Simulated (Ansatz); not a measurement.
CuI (zincblende): an Ansatz output whose functional has been blanked. The cell was relaxed with r2SCAN and then strained, so it isn't that functional's minimum.

```
Cu I
1.0
     0.00000    3.01203    3.01203
     3.01203    0.00000    3.01203
     3.01203    3.01203    0.00000
Cu I
1 1
Direct
  0.00000 0.00000 0.00000
  0.25000 0.25000 0.25000
```

```
Crystal: 2 atoms, lattice volume = 54.652 Å³
Basis set: ecut = 420 eV, 1067 PW (Γ)
Bands: 22, of which v1, the nominal top of the filled ones, is band 18 counted from 1 (17 counted from 0)
Symmetry: 24 space group operations
Space group: F-43m (ITA 216)
k-points: 16 of 216 (time reversal used)
[warm-up without exact exchange]
SCF 1 stopped early in 2 iterations: F = -14138.359418 eV  dr2 = 1.15e-5
[exact exchange on]
preconditioner: auto → none  [insulator: Δε(μ)=2.884 eV  ℏωp=21.3 eV]
SCF 2 stopped early in 7 iterations: F = -14142.442688 eV  dr2 = 1.22e-6
hybrid outer 1: dexx = +1.575e-2 eV, tail = 1.01e-4 eV
SCF 3 converged in 4 iterations: F = -14142.442539 eV  dr2 = 3.23e-9
hybrid outer 2: dexx = +5.945e-7 eV, tail = 7.61e-8 eV, Δε = 6.09e-3 eV
hybrid SCF converged: 2 outer / 11 inner (+2 warm-up)
Free energy (F): -14142.442539 eV
Fermi energy:    7.470514 eV
--- Per-component energies (eV) ---
  E_band       = -953.067245
  E_kinetic    = 490.335454
  E_local      = -7602.818023
  E_nonlocal   = 323.920550
  E_hartree    = 3547.726555
  E_xc         = -173.058409
  E_vxc        = -192.293415
  E_exx        = -159.846577
  E_paw        = -6387.134212
  E_vpaw       = -747.977592
  E_ewald      = -4180.985315
  E_core_change = -0.582787
--- Stress (GPa, compression-positive) ---
        1.395591       0.000000       0.000000
        0.000000       1.395591       0.000000
        0.000000       0.000000       1.395591
  P = ⅓ Tr σ = 1.3956 GPa (13.956 kbar)
--- Band table (eV; the first three rows and the last of 16) ---
  k-point 0: bands = […, 3.3760, 4.8847, 4.8847, 7.4705, 7.4705, 7.4705, 10.1403, 13.7755, 13.7755, 13.7755]
  k-point 1: bands = […, 3.4075, 4.8759, 4.8759, 6.3865, 7.2362, 7.2362, 11.0594, 13.7754, 14.1553, 14.1553]
  k-point 2: bands = […, 3.4637, 4.8852, 4.8852, 5.3017, 6.8098, 6.8098, 11.2106, 14.3907, 14.3907, 15.4294]
  k-point 15: bands = […, 3.5773, 4.8436, 4.9407, 5.0026, 5.2333, 5.6686, 12.5464, 12.9094, 16.1584, 16.1833]
```

Levels at the listed points, from bands.tsv (eV from the Fermi energy, bands near the gap, counted from 0):
```tsv
# k_distance	band_13	band_14	band_15	band_16	band_17	band_18	band_19	band_20	band_21
# fermi_ev = 7.470514
# [0, 0, 0] at k_distance = 0.000000
# [-0.5, -0.5, 0] at k_distance = 1.043015
# [-0.375, -0.375, 0.25] at k_distance = 1.411777
# [-0.375, 0, 0.375] at k_distance = 2.050491
# [0, 0, 0.5] at k_distance = 2.689205
# [-0.5, -0.25, 0.25] at k_distance = 3.426728
# levels_relative_to = fermi_ev
0.000	-2.586	-2.586	0.000	0.000	0.000	2.670	6.305	6.305	6.305
1.043	-2.584	-2.503	-2.381	-2.019	-2.019	3.844	4.247	10.993	11.678
1.412	-2.709	-2.566	-2.400	-2.084	-1.644	4.379	6.106	9.101	9.513
2.050	-2.709	-2.566	-2.400	-2.084	-1.644	4.379	6.106	9.101	9.513
2.689	-2.561	-2.561	-2.504	-0.866	-0.866	3.622	6.817	6.817	8.828
3.427	-2.659	-2.488	-2.470	-2.329	-1.763	5.890	6.224	7.563	7.717
```
In order the rows are Γ, X, U, K, L, W.

Task: Which level of theory was used?
A. r2SCANh
B. LC-ωPBE
C. r2SCAN0
D. HSE06

Result: D. HSE06. The exchange loop and the term E_exx show exact exchange. With HSE06 the gap is 2.67 eV and direct, at Γ. Among hybrids the size of the gap and of E_exx follows the share and range of exact exchange. The stress of a hybrid is loosely converged here. Within one family of functionals the choice rests on the size of the gap and stress, not on a line of the log.

Run as `ansatz run input.yaml --threads 4 --pin off --max-ram 4608MiB --backend cpu --events-out ev --progress --plain --runs-dir out`. Wall time 55 s on 4 threads of AMD EPYC 7R43 64-Core Processor (Zen 3), with other jobs on the host, load about 0.5 per core; peak host memory 1.9 GiB.

(Simulation; spin polarisation is off.)

No spin-orbit coupling is included; it can move band edges with weight on the heavy atoms by tenths of an eV.

The meshes of the hybrids are coarse, so their gaps aren't converged to the digits shown.
